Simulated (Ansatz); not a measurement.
Results of PBE0 in Ansatz (PAW) for fluorite SrF2.

Total energies, extrapolated to zero smearing (they compare only within this program, potentials and cutoff; free atoms with spin allowed, lowest state found):

```json
[
 {"system": "fluorite SrF2, relaxed", "energy (eV/atom)": "-1723.1867"},
 {"system": "free Sr atom", "energy (eV/atom)": "-3545.0003"},
 {"system": "free F atom", "energy (eV/atom)": "-804.5847"}
]
```

Work out the cohesive energy per atom.

E_coh = [1 × (-3545.0003) + 2 × (-804.5847)]/3 − (-1723.1867) = 5.13 eV/atom. The reference value is 5.34 ± 0.03 eV/atom (worked out here from tabulated enthalpies at 298 K, copied from a table, unchecked, brought to a static lattice with a Debye model, atoms in their spin–orbit ground levels; inputs from the CRC Handbook), a difference of -0.21 eV/atom.

The PAW data were made under PBE.

Ansatz is a quantum-chemistry and plane-wave program.
